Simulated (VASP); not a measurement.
A run of VASP 6.6.1:

File INCAR:

```
PREC = Accurate
ENCUT = 520
EDIFF = 1E-6
ISMEAR = 0
SIGMA = 0.1
LREAL = False
LASPH = True
NELM = 100
ALGO = Normal
ISIF = 2
LWAVE = False
LCHARG = False
GGA = PE
IVDW = 12
NBANDS = 22
```

The input KPOINTS:

```
regular mesh
0
Gamma
  6 6 6
```

The input POSCAR:

```
NaI
1.0
   -2.2145135000      2.2145135000      8.3637720000
    2.2145135000     -2.2145135000      8.3637720000
    2.2145135000      2.2145135000     -8.3637720000
Na I
2 2
Direct
    0.2500000000      0.7500000000      0.5000000000
    0.5000000000      0.5000000000      0.0000000000
    0.7500000000      0.2500000000      0.5000000000
    0.0000000000      0.0000000000      0.0000000000
```

Potentials or basis: VASP PAW PBE potentials, release 64 (Na_pv, I).

Command:

```console
$ cat potpaw_PBE.64/Na_pv/POTCAR potpaw_PBE.64/I/POTCAR > POTCAR
$ mpirun -np 1 vasp_std > vasp.out
```

Hardware: 1 thread of Intel(R) Xeon(R) 6975P-C (Granite Rapids), on a shared host.

**Question.** Estimate the wall time of this run.

**Answer.** Wall time 3.2 min on 1 thread of Intel(R) Xeon(R) 6975P-C (Granite Rapids), on a shared host, peak memory 0.65 GiB. Counts: scf iterations 14, k points 30.
